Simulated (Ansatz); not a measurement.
## ZrB2 under changes of volume

One of the cells (10.249 Å³/atom); the others are scaled copies at fixed shape and fractional positions:

```xyz
3
Lattice="3.1700 0.0000 0.0000 -1.5850 2.7453 0.0000 0.0000 0.0000 3.5330" Properties=species:S:1:pos:R:3 pbc="T T T"
Zr    0.0000    0.0000    0.0000
B     1.5850    0.9151    1.7665
B     0.0000    1.8302    1.7665
```

```yaml
Program: Ansatz 0.2.0
Functional: PBEsol
Potentials_or_basis: Ansatz PAW
Cutoff: "420 eV (not typed: the program's choice for these potentials)"
k_mesh: 10 × 10 × 8
Occupations: methfessel-paxton, width 0.1 eV
Spin: no spin polarisation
```

```tsv
volume (Å³/atom)	energy over the lowest point (meV/atom)	pressure (GPa)
9.634	16.38	12.3
9.839	?	?
10.044	0.00	0.9
10.249	2.12	-4.1
10.454	10.22	-8.5
10.659	23.76	-12.6
10.864	42.24	-16.2
```

What does the run at 9.839 Å³/atom give?

Energy over the lowest point 4.52 meV/atom; pressure 6.3 GPa.

Worked out: A Birch-Murnaghan fit of order 3 (a polynomial in V^(-2/3)) to the other rows has its minimum at 10.08 Å³/atom with B0 = V·E''(V) = 250 GPa and B' = 3.9 at fixed shape and positions, which overstates the stiffness. It gives 4.53 meV/atom at 9.839 Å³/atom, against the run's 4.52, and -dE/dV = 6.3 GPa, against 6.3.

Energies are extrapolated to zero smearing.

Caveats: the PAW data sets come from PBE, with cores solved anew for the run's functional, which leaves a small shift of forces and pressure.
